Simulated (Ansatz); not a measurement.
Crystal: C.

```
CELL_PARAMETERS angstrom
0.00000 1.78337 1.78337
1.78337 0.00000 1.78337
1.78337 1.78337 0.00000
ATOMIC_POSITIONS crystal
C 0.75000 0.75000 0.75000
C 0.50000 0.50000 0.50000
```

This isn't the form of C at room conditions, which is graphite.

Base run:

| Item | Value |
| --- | --- |
| Program | Ansatz 0.2.0 |
| Functional | BLYP |
| Potentials or basis | Ansatz PAW |
| Cutoff | 420 eV (not typed: the program's choice for these potentials) |
| k mesh | 13 × 13 × 13 |
| Occupations | fermi-dirac, width 0.05 eV |
| Spin | no spin polarisation |

Its results: band gap on the k mesh 4.47 eV, indirect (least direct gap 5.73 eV); pressure 11.0 GPa.

Q: After a change of settings the same cell gave: band gap on the k mesh 4.36 eV, indirect (least direct gap 5.88 eV); pressure -2.4 GPa. Which change was it?
A. functional from BLYP to HSE06; k mesh from 13 × 13 × 13 to 7 × 7 × 7
B. functional from BLYP to r2SCAN; cutoff from 420 eV (not typed: the program's choice for these potentials) to 500 eV (not typed: the program's choice for these potentials)
C. functional from BLYP to PBEsol0; k mesh from 13 × 13 × 13 to 7 × 7 × 7
D. functional from BLYP to HSEsol; k mesh from 13 × 13 × 13 to 7 × 7 × 7

A: B.

Caveats: the PAW data sets come from PBE, with cores solved anew for the run's functional, which leaves a small shift of forces and pressure.

Runs at the PBE level aren't shown here.
